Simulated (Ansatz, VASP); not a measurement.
# SnO2: VASP beside Ansatz

```
CELL_PARAMETERS angstrom
4.68998 0.00000 0.00000
0.00000 4.68998 0.00000
0.00000 0.00000 3.18640
ATOMIC_POSITIONS crystal
Sn 0.00000 0.00000 0.00000
Sn 0.50000 0.50000 0.50000
O 0.30562 0.30562 0.00000
O 0.19438 0.80562 0.50000
O 0.69438 0.69438 0.00000
O 0.80562 0.19438 0.50000
```

Change from the starting cell: equal xx and yy strain of -1 %.

Alike in both runs: task single point; functional PBE; k mesh 4 × 4 × 6; occupations fermi-dirac, width 0.03 eV; no spin polarisation.

|  | VASP | Ansatz |
| --- | --- | --- |
| version | VASP 6.6.1 | Ansatz 0.2.0 |
| potentials or method | VASP PAW PBE potentials, release 64 (Sn_d, O), cutoff 520 eV | all-electron LAPW, scalar-relativistic |

VASP gave:

```
gap on the k mesh at the Fermi level (eV)       : 1.45
pressure (GPa)                                  : 16.0
largest component of the traceless stress (GPa) : 0.97
rms of the force components (eV/Å)              : 0.029
```

**Question.** Which values does Ansatz return?

**Answer.** gap on the k mesh at the Fermi level (eV): 1.46; pressure (GPa): 15.2; largest component of the traceless stress (GPa): 0.75; rms of the force components (eV/Å): 0.021.

Atom by atom the forces differ by 0.008 eV/Å (rms over components). Ansatz ran all-electron here, so the differences hold the error of VASP's frozen core and of both bases.

Caveats: so large a pressure means that the cell lies far from this level's equilibrium, or that cutoff or potentials fall short (VASP); spin-orbit coupling is left out, which moves the levels of the heavy elements.
